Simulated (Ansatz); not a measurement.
We consider skutterudite CoSb3, described by PBE0 in Ansatz (plane waves, PAW).

Run with plane-wave cutoff 460 eV, 4×4×4 k mesh, Fermi–Dirac smearing 0.01 eV, no spin polarisation, scalar-relativistic PAW data made under PBE.

Computed at the level's own relaxed cell.

Q: What does this level give for the lattice parameter a, band gap and smallest direct gap on the k points sampled?

A: 
- lattice parameter a = 9.001 Å
- band gap = 1.24 eV (on the SCF k mesh)
- smallest direct gap on the k points sampled = 1.34 eV

Measured, for comparison: band gap 0.63 eV (temperature not stated, not corrected to a static lattice; as tabulated in Kim et al. (2020), doi:10.1038/s41597-020-00723-8); lattice constant a 9.037 Å (room temperature, not corrected to a static lattice; as tabulated in Alexeev et al. (2016), arXiv:1601.07731). Computed (rounded) less measured: lattice constant a -0.4 %. A static lattice is as a rule a little smaller and stiffer than an uncorrected measurement, which narrows the difference in the lattice constant a and would widen misses of the other sign.

Spin–orbit coupling is not included; with these elements it can move the gap by several tenths of an eV or more.

The computed numbers hold no vibrational or temperature effects.

Computing time: about 2.6 core-hours (a rough figure).

Ansatz is a quantum-chemistry and plane-wave program.
